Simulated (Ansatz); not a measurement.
A crystal relaxed with r2SCAN+rVV10 in Ansatz 0.2.0 has space group Pnma (No. 62) and a = 10.608 Å, b = 3.608 Å, c = 4.422 Å.

| atom | site | x | y | z |
| --- | --- | --- | --- | --- |
| Xx | 4c | 0.1251 | 0.2500 | 0.1282 |
| S | 4c | 0.8472 | 0.2500 | 0.5119 |

The r2SCAN gap is direct at Γ: 1.30 eV. The HSE06 gap is direct at Γ: 1.69 eV. Meshes: r2SCAN 4×8×6, HSE06 2×4×4.

Q: Which element is Xx?
A. Si
B. Sn
C. Ge
D. Pb

A: C. Xx is Ge: GeS (started from an entry of an open crystallographic database). Ge has 3 S at 2.42–2.44 Å; S has 3 Ge at 2.42–2.44 Å.

The values are computed, spin-unpolarised, and not measurements.

Spin-orbit coupling is left out.

The meshes of the hybrids are coarse, so their gaps aren't converged to the digits shown.
